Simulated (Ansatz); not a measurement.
Write the native input for Ansatz 0.2.0 that does the following.

```yaml
Task: band structure
Functional: BLYP
Potentials_or_basis: Ansatz PAW
Cutoff: "420 eV (not typed: the program's choice for these potentials)"
k_mesh: 7 × 7 × 7
Occupations: fermi-dirac, width 0.05 eV
Spin: no spin polarisation
Path: "[[\"G\", \"X\", \"Y\", \"S\", \"G\", \"Z\", \"S1\", \"N\", \"P\", \"Y1\", \"Z\"], [\"X\", \"P\"]]"
Points_for_each_segment_of_the_path: 10
```

ZnCu2SnS4:

```
Sn Zn Cu S
1.0
    -2.71710    2.71710    5.42480
     2.71710   -2.71710    5.42480
     2.71710    2.71710   -5.42480
Sn Zn Cu S
1 1 2 4
Direct
  0.50000 0.50000 0.00000
  0.25000 0.75000 0.50000
  0.75000 0.25000 0.50000
  0.00000 0.00000 0.00000
  0.62799 0.62839 0.51280
  0.88481 0.37201 0.00040
  0.11559 0.11519 0.48720
  0.37161 0.88441 0.99960
```

One way to write it, as run:

input.yaml

```yaml
crystal:
  lattice:
    - [-2.7171, 2.7171, 5.4248]
    - [2.7171, -2.7171, 5.4248]
    - [2.7171, 2.7171, -5.4248]
  atoms:
    - { symbol: Sn, position: [0.5, 0.5, 0.0] }
    - { symbol: Zn, position: [0.25, 0.75, 0.5] }
    - { symbol: Cu, position: [0.75, 0.25, 0.5] }
    - { symbol: Cu, position: [0.0, 0.0, 0.0] }
    - { symbol: S, position: [0.62799, 0.62839, 0.5128] }
    - { symbol: S, position: [0.88481, 0.37201, 0.0004] }
    - { symbol: S, position: [0.11559, 0.11519, 0.4872] }
    - { symbol: S, position: [0.37161, 0.88441, 0.9996] }
hamiltonian:
  xc: blyp
  pseudopotentials: { kind: paw }
kpoints:
  mp_grid: { grid: [7, 7, 7] }
  band_path:
    path:
      - [[0.0, 0.0, 0.0], [0.0, 0.0, 0.5], [-0.125433571, 0.125433571, 0.5], [-0.3127167855, 0.3127167855, 0.3127167855], [0.0, 0.0, 0.0], [0.5, 0.5, -0.5], [0.3127167855, 0.6872832145, -0.3127167855], [0.0, 0.5, 0.0], [0.25, 0.25, 0.25], [0.5, 0.5, -0.125433571], [0.5, 0.5, -0.5]]
      - [[0.0, 0.0, 0.5], [0.25, 0.25, 0.25]]
    npoints: 10
scf:
  occupations: { method: fermi_dirac, width: 0.05 }
  n_extra_bands: 20
output:
  forces: true
  stress: true
  eigenvalues: true
  fatbands: false
```

Potentials or basis: Ansatz PAW.

The run is started by

```sh
$ ansatz run input.yaml --threads 4 --pin off --max-ram 11264MiB --backend cpu --events-out ev --progress --plain --runs-dir out
```

It gave:

* Pressure: 6.5 GPa
* Largest force: 0.632 eV/Å
* Band gap on the k mesh: 0.28 eV, direct
* Band gap along the path: 0.28 eV, direct

Caveat: spin-orbit coupling is left out, which moves the levels of the heavy elements; the PAW data sets come from PBE, with cores solved anew for the run's functional, which leaves a small shift of forces and pressure.

It took 35 s on 4 threads of Arm Neoverse V2, with other jobs on the host, peak memory 0.97 GiB.
